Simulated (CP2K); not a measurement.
## Sb under changes of volume

One of the cells (31.554 Å³/atom); the others are scaled copies at fixed shape and fractional positions:

```xyz
1
Lattice="3.1600 0.0000 0.0000 0.0000 3.1600 0.0000 0.0000 0.0000 3.1600" Properties=species:S:1:pos:R:3 pbc="T T T"
Sb    0.0000    0.0000    0.0000
```

This isn't the form of Sb at room conditions, which is rhombohedral.

* Program: CP2K 2026.2
* Functional: LDA
* Potentials or basis: GTH_POTENTIALS Sb GTH-PADE-q5; TZVP-MOLOPT-PBE-GTH basis
* Density cutoff: 6123 eV
* k mesh: 8 × 8 × 8
* Occupations: fermi-dirac, width 0.05 eV
* Spin: no spin polarisation

```tsv
volume (Å³/atom)	energy over the lowest point (meV/atom)	pressure (GPa)
29.661	0.00	-2.4
30.292	11.46	-3.5
30.923	27.01	-4.4
31.554	46.17	-5.3
32.186	68.51	-6.0
32.817	93.64	-6.7
33.448	?	?
```

Question: What does the run at 33.448 Å³/atom give?

Answer: Energy over the lowest point 121.22 meV/atom; pressure -7.3 GPa.

Worked out: A Birch-Murnaghan fit of order 3 (a polynomial in V^(-2/3)) to the other rows has no minimum within the range. It gives 121.21 meV/atom at 33.448 Å³/atom, against the run's 121.22, and -dE/dV = -7.3 GPa, against -7.3.

Energies are extrapolated to zero smearing.

Caveats: the basis of atomic orbitals isn't converged, which shifts pressures, moduli and gaps.
